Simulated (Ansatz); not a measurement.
Crystal: GaN.

```
CELL_PARAMETERS angstrom
3.18000 0.00000 0.00000
-1.59000 2.75396 0.00000
0.00000 0.00000 5.16600
ATOMIC_POSITIONS crystal
Ga 0.66667 0.33333 0.50000
Ga 0.33333 0.66667 0.00000
N 0.66667 0.33333 0.87500
N 0.33333 0.66667 0.37500
```

```yaml
Program: Ansatz 0.2.0
Task: single point
Functional: PBE
Potentials_or_basis: all-electron LAPW, scalar-relativistic
Cutoff: 428 eV (chosen from the basis error)
Basis_error_allowed: 0.001 eV/atom
k_mesh: 10 × 10 × 5
Occupations: fermi-dirac, width 0.05 eV
Spin: no spin polarisation
```

On this cell: pressure 7.2 GPa; largest force 0.136 eV/Å; band gap on the k mesh 1.98 eV, direct.

The same run follows on a disturbed copy (atoms moved at random, drawn with an rms of 0.05 Å):

```
Ga N
1.0
     3.18000    0.00000    0.00000
    -1.59000    2.75396    0.00000
     0.00000    0.00000    5.16600
Ga N
2 2
Cartesian
  1.6188 0.9301 2.5776
  0.0354 1.8444 0.0547
  1.5867 0.9433 4.5264
  0.0246 1.7981 1.9332
```

Question: What does the disturbed cell give?

Answer: The energy moves by +17.8 meV/atom; pressure 7.7 GPa; largest force 1.526 eV/Å; band gap on the k mesh 1.87 eV, direct.

Forces in eV/Å, atoms in the order of the input:
```
Ga  -0.087 -0.525  0.498
Ga  -0.450  0.180 -1.447
N    0.492 -0.259  0.201
N    0.045  0.605  0.747
```

Stress tensor (GPa, compression positive):
```
 8.12 -1.01 -0.93
-1.01  3.74 -0.65
-0.93 -0.65 11.30
```

